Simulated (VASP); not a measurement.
# ZrS2 in VASP: notebook

Aim: see how the results for ZrS2 move with the level of theory and the settings. Levels: PBE, rev-vdW-DF2. Tasks: relaxation of cell and atoms.

Program: VASP 6.6.1. These are calculated values, not measurements. Logs are shortened: lines on timing, memory, paths and dates and some standing lists are left out, and cuts for length are marked.

### Step 1. The structure

The cell holds a slab with vacuum, 6 atoms: a = 3.685 Å, b = 3.685 Å, c = 26.916 Å, α = 90.00°, β = 90.00°, γ = 120.00°.

### Step 2. Relaxation of cell and atoms, PBE

INCAR

```
PREC     = Accurate       # precision mode
ENCUT    = 600            # plane-wave cutoff, eV
EDIFF    = 1E-7           # SCF threshold, eV
ISMEAR   = 0              # smearing method
SIGMA    = 0.03           # smearing width, eV
LREAL    = False          # projectors in reciprocal space
LASPH    = True           # aspherical terms in the spheres
NELM     = 80             # most SCF steps
ALGO     = Normal         # electronic algorithm
ISIF     = 3              # what is computed and relaxed
LWAVE    = False          # write WAVECAR
LCHARG   = False          # write CHGCAR
GGA      = PE             # functional
IBRION   = 2              # ionic algorithm
NSW      = 90             # ionic steps
EDIFFG   = -0.005         # ionic threshold
LATTICE_CONSTRAINTS= .TRUE. .TRUE. .FALSE.
```

KPOINTS

```
regular mesh
0
Gamma
  9 9 1
```

POSCAR

```
ZrS2                                    
1.0
    3.6845111818     -0.0000000000      0.0000000000
   -1.8422555859      3.1908802806      0.0000000000
    0.0000000000      0.0000000000     26.9155419100
  S               Zr            
     4     2
Direct
     0.6666666699999979    0.3333333400000029    0.3252426096187385
     0.3333333300000021    0.6666666599999971    0.4329230016834576
     0.6666666699999979    0.3333333400000029    0.5670769983165423
     0.3333333300000021    0.6666666599999971    0.6747573903812613
     0.0000000000000000    0.0000000000000000    0.3790729760605855
     0.0000000000000000    0.0000000000000000    0.6209270239394143
```

Potentials or basis: VASP PAW PBE potentials, release 64 (S, Zr_sv).

Command:

```sh
cat potpaw_PBE.64/S/POTCAR potpaw_PBE.64/Zr_sv/POTCAR > POTCAR
mpirun -np 1 vasp_std > vasp.out
```

OUTCAR:

```text
PREC = Accurate
   ENCUT = 600
   EDIFF = 1E-7
   ISMEAR = 0
   LREAL = False
   LASPH = True
   NELM = 80
   ISIF = 3
   GGA = PE
   IBRION = 2
   NSW = 90
   EDIFFG = -0.005

 ion  position               nearest neighbor table
   1  0.667  0.333  0.325-   5 2.57   5 2.57   5 2.57
   2  0.333  0.667  0.433-   5 2.57   5 2.57   5 2.57
   3  0.667  0.333  0.567-   6 2.57   6 2.57   6 2.57
   4  0.333  0.667  0.675-   6 2.57   6 2.57   6 2.57
   5  0.000  0.000  0.379-   1 2.57   1 2.57   1 2.57   2 2.57   2 2.57   2 2.57
   6  0.000  0.000  0.621-   4 2.57   4 2.57   4 2.57   3 2.57   3 2.57   3 2.57

  LATTYP: Found a hexagonal cell.
 ALAT       =     3.6845111818
 C/A-ratio  =     7.3050509503

  Lattice vectors:

 A1 = (   3.6845111818,   0.0000000000,   0.0000000000)
 A2 = (  -1.8422555859,   3.1908802806,   0.0000000000)
 A3 = (   0.0000000000,   0.0000000000,  26.9155419100)

Analysis of symmetry for initial positions (statically):
=====================================================================
 Subroutine PRICEL returns:
 Original cell was already a primitive cell.

 Routine SETGRP: Setting up the symmetry group for a
 hexagonal supercell.

 Subroutine GETGRP returns: Found 12 space group operations
 (whereof 12 operations were pure point group operations)
 out of a pool of 24 trial point group operations.

The static configuration has the point symmetry D_3d.

Analysis of symmetry for dynamics (positions and initial velocities):
=====================================================================
 Subroutine PRICEL returns:
 Original cell was already a primitive cell.

 Routine SETGRP: Setting up the symmetry group for a
 hexagonal supercell.

 Subroutine GETGRP returns: Found 12 space group operations
 (whereof 12 operations were pure point group operations)
 out of a pool of 24 trial point group operations.

The dynamic configuration has the point symmetry D_3d.

 Subroutine INISYM returns: Found 12 space group operations
 (whereof 12 operations are pure point group operations),
 and found     1 'primitive' translations

----------------------------------------------------------------------------------------

                                     Primitive cell

  volume of cell :     316.4416

  direct lattice vectors                    reciprocal lattice vectors
     3.684511182  0.000000000  0.000000000     0.271406423  0.156696571  0.000000000
    -1.842255586  3.190880281  0.000000000     0.000000000  0.313393143  0.000000000
     0.000000000  0.000000000 26.915541910     0.000000000  0.000000000  0.037153255

  length of vectors
     3.684511182  3.684511176 26.915541910     0.313393143  0.313393143  0.037153255

  position of ions in fractional coordinates (direct lattice)
     0.666666670  0.333333340  0.325242610
     0.333333330  0.666666660  0.432923002
     0.666666670  0.333333340  0.567076998
     0.333333330  0.666666660  0.674757390
     0.000000000  0.000000000  0.379072976
     0.000000000  0.000000000  0.620927024

  ion indices of the primitive-cell ions
   primitive index   ion index
                 1           1
                 2           2
                 3           3
                 4           4
                 5           5
                 6           6

----------------------------------------------------------------------------------------

 KPOINTS: regular mesh

Automatic generation of k-mesh.
 Grid dimensions read from file:
 generate k-points for:    9    9    1

 Generating k-lattice:

  Cartesian coordinates                     Fractional coordinates (reciprocal lattice)
     0.030156269  0.017410730  0.000000000     0.111111111 -0.000000000  0.000000000
[... 60 lines left out ...]
   EFERMI =   0.00;   METHOD = LEGACY
   ISMEAR =     0;   SIGMA  =   0.03  broadening in eV -4-tet -1-fermi 0-gaus
   EFERMI_NEDOS =   21; number of points for ismear=-14 and -15
   IALGO  =     38    algorithm
   IMIX   =      4    mixing-type and parameters
     AMIX     =   0.40;   BMIX     =  1.00
     AMIX_MAG =   1.60;   BMIX_MAG =  1.00
  volume/ion in A,a.u.               =      52.74       355.91
  Fermi-wavevector in a.u.,A,eV,Ry     =   0.873087  1.649895 10.371456  0.762280
  Thomas-Fermi vector in A             =   1.992428
   LORBIT       =      0    0 simple, 1 ext, 2 COOP (PROOUT), +10 PAW based schemes
   GGA     = PE    functional components
   LHFCALC =     F    Hartree Fock is set to
   AEXX    =    0.0000 exact exchange contribution
   IVDW    =     0    specifies the selected vdW correction
   LEPSILON=     F    determine dielectric tensor
   LRPA    =     F    only Hartree local field effects (RPA)
 conjugate gradient relaxation of ions
 non-spin polarized calculation
 Gauss-broadening in eV      SIGMA  =   0.03
  energy-cutoff  :      600.00
  volume of cell :      316.44
 maximum number of plane-waves:     10673
 NGX is ok and might be reduce to    30
   NGX = 15   NGY = 15   NGZ =107

--------------------------------------- Ionic step        1  -------------------------------------------

 number of electron      47.9999996 magnetization

 Free energy of the ion-electron system (eV)
  ---------------------------------------------------
  ext. energy  EPLUGINS =         0.00000000
  ---------------------------------------------------
  free energy    TOTEN  =       -42.87534805 eV

  energy without entropy =      -42.87534805  energy(sigma->0) =      -42.87534805

------------------------ aborting loop because EDIFF is reached ----------------------------------------

  FORCE on cell =-STRESS in cart. coord.  units (eV):
  Direction    XX          YY          ZZ          XY          YZ          ZX
  --------------------------------------------------------------------------------------
  -------------------------------------------------------------------------------------
  Total       -0.0081194     -0.0081194      0.0246094     -0.0000000      0.0000000      0.0000000
  in kB       -0.0411095     -0.0411095      0.1246002     -0.0000000      0.0000000      0.0000000
  external PRESSURE =       0.0141271 kB  Pullay stress =       0.0000000 kB

 VOLUME and BASIS-vectors are now :
 -----------------------------------------------------------------------------
  energy-cutoff  :      600.00
  volume of cell :      316.44
      direct lattice vectors                 reciprocal lattice vectors
     3.684511182  0.000000000  0.000000000     0.271406423  0.156696571  0.000000000
    -1.842255586  3.190880281  0.000000000     0.000000000  0.313393143  0.000000000
     0.000000000  0.000000000 26.915541910     0.000000000  0.000000000  0.037153255

 POSITION                                       TOTAL-FORCE (eV/Angst)
 -----------------------------------------------------------------------------------
      1.84226      1.06363      8.75408        -0.000000      0.000000     -0.001913
      0.00000      2.12725     11.65236         0.000000     -0.000000     -0.007965
      1.84226      1.06363     15.26318         0.000000      0.000000      0.007965
      0.00000      2.12725     18.16146         0.000000     -0.000000      0.001913
      0.00000      0.00000     10.20295         0.000000      0.000000     -0.000072
      0.00000      0.00000     16.71259         0.000000      0.000000      0.000072
 -----------------------------------------------------------------------------------
    total drift:                                0.000000     -0.000000      0.000000

  FREE ENERGIE OF THE ION-ELECTRON SYSTEM (eV)
  ---------------------------------------------------
  free  energy   TOTEN  =       -42.8753480525 eV

  energy  without entropy=      -42.8753480525  energy(sigma->0) =      -42.87534805

--------------------------------------- Ionic step        2  -------------------------------------------

 number of electron      47.9999996 magnetization

 Free energy of the ion-electron system (eV)
  ---------------------------------------------------
  ext. energy  EPLUGINS =         0.00000000
  ---------------------------------------------------
  free energy    TOTEN  =       -42.87535321 eV

  energy without entropy =      -42.87535321  energy(sigma->0) =      -42.87535321

 E-fermi :  -1.4818     XC(G=0):  -4.5750

 val. band max:       -1.7336522069   @ k =   0.0000   0.0000   0.0000
 cond. band min:      -0.5582315539   @ k =   0.4444  -0.0000   0.0000
 fundamental gap:      1.1754206529
 Fermi energy:        -1.4817823157

 k-point     1 :       0.0000    0.0000    0.0000
  band No.  band energies     occupation
      1     -50.6297      2.00000
      2     -50.6297      2.00000
      3     -28.6841      2.00000
      4     -28.6840      2.00000
      5     -28.5348      2.00000
      6     -28.5348      2.00000
[... 361 lines left out ...]
     27       1.3838      0.00000
     28       1.3845      0.00000

------------------------ aborting loop because EDIFF is reached ----------------------------------------

  FORCE on cell =-STRESS in cart. coord.  units (eV):
  Direction    XX          YY          ZZ          XY          YZ          ZX
  --------------------------------------------------------------------------------------
  -------------------------------------------------------------------------------------
  Total        0.0099655      0.0099655      0.0407276      0.0000000      0.0000000     -0.0000000
  in kB        0.0504629      0.0504629      0.2062351      0.0000000      0.0000000     -0.0000000
  external PRESSURE =       0.1023869 kB  Pullay stress =       0.0000000 kB

 VOLUME and BASIS-vectors are now :
 -----------------------------------------------------------------------------
  energy-cutoff  :      600.00
  volume of cell :      316.40
      direct lattice vectors                 reciprocal lattice vectors
     3.684270643 -0.000000000  0.000000000     0.271424142  0.156706801  0.000000000
    -1.842135317  3.190671968  0.000000000     0.000000000  0.313413604  0.000000000
     0.000000000  0.000000000 26.915541910     0.000000000  0.000000000  0.037153255

 POSITION                                       TOTAL-FORCE (eV/Angst)
 -----------------------------------------------------------------------------------
      1.84214      1.06356      8.75399        -0.000000     -0.000000     -0.002958
      0.00000      2.12711     11.65197         0.000000     -0.000000     -0.003337
      1.84214      1.06356     15.26357        -0.000000      0.000000      0.003337
      0.00000      2.12711     18.16155         0.000000      0.000000      0.002958
      0.00000     -0.00000     10.20295         0.000000     -0.000000     -0.003706
      0.00000     -0.00000     16.71259         0.000000     -0.000000      0.003706
 -----------------------------------------------------------------------------------
    total drift:                               -0.000000     -0.000000     -0.000000

  FREE ENERGIE OF THE ION-ELECTRON SYSTEM (eV)
  ---------------------------------------------------
  free  energy   TOTEN  =       -42.8753532070 eV

  energy  without entropy=      -42.8753532070  energy(sigma->0) =      -42.87535321

 reached required accuracy - stopping structural energy minimisation
```

It took 3.1 min on 1 thread of AMD EPYC 9R45 (Zen 5), shared host; peak memory 0.52 GiB.

Results:

```
Free energy                            : -42.8754 eV
Relaxed volume                         : 52.73 Å³/atom
Relaxed cell                           : a = 3.684 Å, b = 3.684 Å, c = 26.916 Å, α = 90.00°, β = 90.00°, γ = 120.00°
Space group after relaxing (to 0.05 Å) : P-3m1 (No. 164)
Energy gained by relaxing              : 0.0 meV/atom
Ionic steps                            : 2
Largest force after relaxing           : 0.004 eV/Å
Band gap on the k mesh                 : 1.18 eV, indirect (least direct gap 1.69 eV)
```

Forces in eV/Å, atoms in the order of the input:
```
S    0.000  0.000 -0.003
S    0.000  0.000 -0.003
S    0.000  0.000  0.003
S    0.000  0.000  0.003
Zr   0.000  0.000 -0.004
Zr   0.000  0.000  0.004
```

Final structure:
```
S Zr
1.0
     3.68427    0.00000    0.00000
    -1.84214    3.19067    0.00000
     0.00000    0.00000   26.91554
S Zr
4 2
Direct
  0.66667 0.33333 0.32524
  0.33333 0.66667 0.43291
  0.66667 0.33333 0.56709
  0.33333 0.66667 0.67476
  0.00000 0.00000 0.37907
  0.00000 0.00000 0.62093
```

Caveat: without dispersion, layers of such crystals drift apart on relaxing, which shifts levels and gaps; volumes and pressures include the vacuum. Expect the measured gap to be larger: semilocal functionals such as PBE lack the derivative discontinuity.

### Step 3. Relaxation of cell and atoms, rev-vdW-DF2

This run uses another cell than the first one, of 52.94 Å³/atom, 1.004 times its volume.

INCAR

```
SYSTEM = ZrS2
PREC     = Accurate       ! precision mode
ENCUT    = 600            ! plane-wave cutoff, eV
EDIFF    = 1E-6           ! SCF threshold, eV
ISMEAR   = 0              ! smearing method
SIGMA    = 0.03           ! smearing width, eV
LREAL    = .FALSE.        ! projectors in reciprocal space
LASPH    = .TRUE.         ! aspherical terms in the spheres
NELM     = 80             ! most SCF steps
ALGO     = Normal         ! electronic algorithm
ISIF     = 3              ! what is computed and relaxed
LWAVE    = .FALSE.        ! write WAVECAR
LCHARG   = .FALSE.        ! write CHGCAR
GGA      = MK             ! functional
LUSE_VDW = .TRUE.       
AGGAC    = 0.0          
PARAM1   = 0.1234       
PARAM2   = 0.711357     
ZAB_VDW  = -1.8867      
IBRION   = 2              ! ionic algorithm
NSW      = 90             ! ionic steps
EDIFFG   = -0.01          ! ionic threshold
LATTICE_CONSTRAINTS= .TRUE. .TRUE. .FALSE.
```

KPOINTS

```
Automatic mesh
0
G
  9 9 1
  0 0 0
```

POSCAR

```
ZrS2
1.0
    3.6913825500      0.0000000000      0.0000000000
   -1.8456912700      3.1968310600      0.0000000000
    0.0000000000      0.0000000000     26.9155419100
S Zr
4 2
Direct
    0.6666666700      0.3333333400      0.3343793000
    0.3333333300      0.6666666600      0.4411750300
    0.6666666700      0.3333333400      0.5588249700
    0.3333333300      0.6666666600      0.6656207000
    0.0000000000      0.0000000000      0.3877771600
    0.0000000000      0.0000000000      0.6122228400
```

Potentials or basis: VASP PAW PBE potentials, release 64 (S, Zr_sv).

Command:

```sh
cat potpaw_PBE.64/S/POTCAR potpaw_PBE.64/Zr_sv/POTCAR > POTCAR
mpirun -np 1 vasp_std > vasp.out
```

Run time: 67 min. Hardware: 1 thread of AMD EPYC 9R45 (Zen 5), shared host; peak memory 1.4 GiB.

It converged, with:

```yaml
Free_energy: -33.1018 eV
Relaxed_volume: 51.93 Å³/atom
Relaxed_cell: a = 3.656 Å, b = 3.656 Å, c = 26.916 Å, α = 90.00°, β = 90.00°, γ = 120.00°
Space_group_after_relaxing_to_0.05_Å: P-3m1 (No. 164)
Energy_gained_by_relaxing: 3.9 meV/atom
Ionic_steps: 27
Largest_force_after_relaxing: 0.005 eV/Å
Band_gap_on_the_k_mesh: 1.05 eV, indirect (least direct gap 1.62 eV)
```

Forces on the atoms (eV/Å):
```
S    0.000  0.000 -0.004
S    0.000  0.000  0.003
S    0.000  0.000 -0.003
S    0.000  0.000  0.004
Zr   0.000  0.000 -0.005
Zr   0.000  0.000  0.005
```

The path:
```csv
step,energy change (eV),largest force (eV/Å),pressure (GPa),volume (Å³)
1,0.0000,0.1186,-0.36,317.62
2,-0.0071,0.2270,0.28,312.31
3,-0.0076,0.2043,0.15,313.39
4,-0.0127,0.1190,0.05,312.46
5,-0.0150,0.0502,-0.10,311.04
6,-0.0151,0.0481,-0.07,311.23
7,-0.0151,0.0476,-0.07,311.28
8,-0.0153,0.0351,-0.09,311.43
9,-0.0154,0.0571,-0.11,311.60
10,-0.0155,0.0544,-0.11,311.58
11,-0.0158,0.0516,-0.10,311.54
12,-0.0165,0.0564,-0.06,311.45
13,-0.0175,0.0842,0.00,311.28
14,-0.0186,0.1385,0.14,310.94
15,-0.0188,0.1359,0.14,310.98
16,-0.0193,0.1292,0.13,311.11
17,-0.0201,0.1142,0.10,311.36
18,-0.0215,0.0850,0.04,311.86
19,-0.0227,0.0261,-0.06,312.87
20,-0.0227,0.0209,-0.07,312.97
21,-0.0229,0.0266,-0.05,312.81
22,-0.0232,0.0422,0.01,312.33
23,-0.0232,0.0447,0.02,312.26
24,-0.0233,0.0290,0.01,312.18
25,-0.0234,0.0197,-0.01,312.05
26,-0.0234,0.0141,0.00,311.86
27,-0.0234,0.0053,0.01,311.58
```

Final structure:
```cif
data_structure
_symmetry_space_group_name_H-M 'P 1'
_symmetry_Int_Tables_number 1
_cell_length_a 3.6561
_cell_length_b 3.6561
_cell_length_c 26.9155
_cell_angle_alpha 90.000
_cell_angle_beta 90.000
_cell_angle_gamma 120.000
_cell_volume 311.58
loop_
_atom_site_label
_atom_site_type_symbol
_atom_site_fract_x
_atom_site_fract_y
_atom_site_fract_z
_atom_site_occupancy
S1 S 0.66667 0.33333 0.33787 1
S2 S 0.33333 0.66667 0.44621 1
S3 S 0.66667 0.33333 0.55379 1
S4 S 0.33333 0.66667 0.66213 1
Zr1 Zr 0.00000 0.00000 0.39200 1
Zr2 Zr 0.00000 0.00000 0.60800 1
```

Levels at points of the mesh, in eV from the valence-band top:
| k point | band 20 | band 21 | band 22 | band 23 | band 24 | band 25 | band 26 | band 27 | band 28 |
| --- | --- | --- | --- | --- | --- | --- | --- | --- | --- |
| (0.00, 0.00, 0.00) | -0.35 | -0.09 | -0.09 | 0.00 | 0.00 | 1.62 | 1.62 | 1.64 | 1.64 |

Caveat: the PAW data sets were made with another functional, which shifts forces and pressure a little.

[end of part 1 of 2]
